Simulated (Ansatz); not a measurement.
# SiO₂: do the settings matter for the field gradients?

Cell: a computed structure from the Materials Project (it need not be an observed phase).

Space group I4/mmm (No. 139); a = 13.0341, c = 5.2481 Å.

| site | Wyckoff | site symmetry | x | y | z |
| --- | --- | --- | --- | --- | --- |
| Si | 16l | m.. | 0.3813 | 0.2102 | 0.0000 |
| O9 | 16k | ..2 | 0.8571 | 0.6429 | 0.2500 |
| O17 | 8j | m2m. | 0.5000 | 0.2430 | 0.0000 |
| O21 | 8h | m.2m | 0.3133 | 0.3133 | 0.0000 |

One atom of each set is listed; the run and its k-mesh use a cell of 24 atoms with edges of 9.58, 9.58, 9.58 Å.

Reference run. All values are calculated (Ansatz; DFT, PBE, plane waves and PAW (field gradients read without the response of the frozen cores, which leaves them typically 4 to 6 % off), scalar-relativistic, 420 eV cutoff, Γ-centred 5×5×5 k-points, Fermi–Dirac smearing 0.02 eV), not measured.

Q: The input is changed as follows: `scf.initial_density.chi_scale`: not typed → 0.1; `hamiltonian.xc`: pbe → r2scan. What happens to V_zz (10²¹ V/m²) and η?

A: 

```
site  V_zz reference  η reference  V_zz changed  η changed
  Si            0.85         0.38          0.82       0.42
  O9            9.89         0.12          9.81       0.13
 O17            9.85         0.18          9.80       0.18
 O21           10.03         0.07          9.93       0.07
```

The largest change of V_zz is on O21, from 10.03 to 9.93. In per cent, |V_zz| changes by -3 on Si, -1 on O (all sites that start above 0.5). The cutoff that the program takes moves with it, from 420 to 500 eV. SCF iterations: 6 and 10.

On the reference run: The largest force is 0.3 eV/Å, so the atoms aren't at the calculated equilibrium and relaxing them would move these values.
